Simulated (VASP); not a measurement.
Wanted: the native input for a VASP 6.6.1 run.

```yaml
Task: band structure
Functional: HSE06
Potentials_or_basis: VASP PAW PBE potentials, release 64 (Te, Sr_sv)
Cutoff: 520 eV
k_mesh: 4 × 4 × 4
Occupations: gaussian, width 0.03 eV
Spin: spin-orbit coupling, no magnetisation
Grid_for_exact_exchange_PRECFOCK: Fast
Screening_parameter: 0.2 1/A
Further_INCAR_settings: ALGO = Normal; EDIFF = 1e-07; NBANDS = 30
```

SrTe:

```
CELL_PARAMETERS angstrom
0.00000 3.30760 3.30760
3.30760 0.00000 3.30760
3.30760 3.30760 0.00000
ATOMIC_POSITIONS crystal
Te 0.50000 0.50000 0.50000
Sr 0.00000 0.00000 0.00000
```

The cell was built by a generator and needn't be a form met in nature.

These files were run (other wordings do the same):

POSCAR

```
SrTe                                    
1.0
    0.0000000000      3.3076002723      3.3076002723
    3.3076002723      0.0000000000      3.3076002723
    3.3076002723      3.3076002723      0.0000000000
  Te              Sr            
     1     1
Direct
     0.5000000000000000    0.5000000000000000    0.5000000000000000
     0.0000000000000000    0.0000000000000000    0.0000000000000000
```

INCAR.step1

```
SYSTEM = SrTe
PREC     = Accurate       ! precision mode
ENCUT    = 520            ! plane-wave cutoff, eV
EDIFF    = 1E-5           ! SCF threshold, eV
ISMEAR   = 0              ! smearing method
SIGMA    = 0.03           ! smearing width, eV
LREAL    = .FALSE.        ! projectors in reciprocal space
LASPH    = .TRUE.         ! aspherical terms in the spheres
NELM     = 80             ! most SCF steps
ALGO     = Normal         ! electronic algorithm
ISIF     = 2              ! what is computed and relaxed
LWAVE    = .TRUE.         ! write WAVECAR
LCHARG   = .FALSE.        ! write CHGCAR
LNONCOLLINEAR= .TRUE.         ! non-collinear magnetism
MAGMOM   = 0 0 0 0 0 0    ! initial moments
LORBIT   = 11             ! projections on sites
LSORBIT  = .TRUE.         ! spin-orbit coupling
GGA_COMPAT= .FALSE.      
NBANDS   = 30             ! bands
GGA      = PE             ! functional
```

INCAR.step2

```
SYSTEM = SrTe
PREC     = Accurate       ! precision mode
ENCUT    = 520            ! plane-wave cutoff, eV
EDIFF    = 1E-7           ! SCF threshold, eV
ISMEAR   = 0              ! smearing method
SIGMA    = 0.03           ! smearing width, eV
LREAL    = .FALSE.        ! projectors in reciprocal space
LASPH    = .TRUE.         ! aspherical terms in the spheres
NELM     = 80             ! most SCF steps
ALGO     = Normal         ! electronic algorithm
ISIF     = 2              ! what is computed and relaxed
LWAVE    = .FALSE.        ! write WAVECAR
LCHARG   = .FALSE.        ! write CHGCAR
LNONCOLLINEAR= .TRUE.         ! non-collinear magnetism
MAGMOM   = 0 0 0 0 0 0    ! initial moments
LORBIT   = 11             ! projections on sites
LSORBIT  = .TRUE.         ! spin-orbit coupling
GGA_COMPAT= .FALSE.      
GGA      = PE             ! functional
LHFCALC  = .TRUE.         ! exact exchange
HFSCREEN = 0.2            ! screening, 1/A
PRECFOCK = Fast         
NBANDS   = 30             ! bands
ISTART   = 1
```

KPOINTS

```
regular mesh
0
G
  4 4 4
  0 0 0
```

KPOINTS_OPT

```
explicit points
9
Reciprocal
 0.0000000000  0.0000000000  0.0000000000 1
 0.3750000000  0.3750000000  0.7500000000 1
 0.5000000000  0.5000000000  0.5000000000 1
 0.6250000000  0.2500000000  0.6250000000 1
 0.5000000000  0.2500000000  0.7500000000 1
 0.5000000000  0.0000000000  0.5000000000 1
 0.4000000000  0.0000000000  0.4000000000 1
 0.4250000000  0.0000000000  0.4250000000 1
 0.4500000000  0.0000000000  0.4500000000 1
```

Potentials or basis: VASP PAW PBE potentials, release 64 (Te, Sr_sv).

Launch:

```bash
$ cat potpaw_PBE.64/Te/POTCAR potpaw_PBE.64/Sr_sv/POTCAR > POTCAR
$ cp INCAR.step1 INCAR
$ mpirun -np 1 vasp_ncl > vasp.out
$ cp INCAR.step2 INCAR
$ mpirun -np 1 vasp_ncl > vasp.out
```

Results of the run:

The pressure is 1.4 GPa and the valence electrons inside the program's atomic spheres are Te 3.63; Sr 8.03.

Caveat: the k mesh is coarse (spacing up to 0.41 Å⁻¹), so the values aren't converged, least of all with exact exchange; the PAW data sets were made with another functional, which shifts forces and pressure a little.

Wall time 61 min on 1 thread of Intel(R) Xeon(R) Platinum 8488C (Sapphire Rapids), on a shared host, peak memory 0.48 GiB.
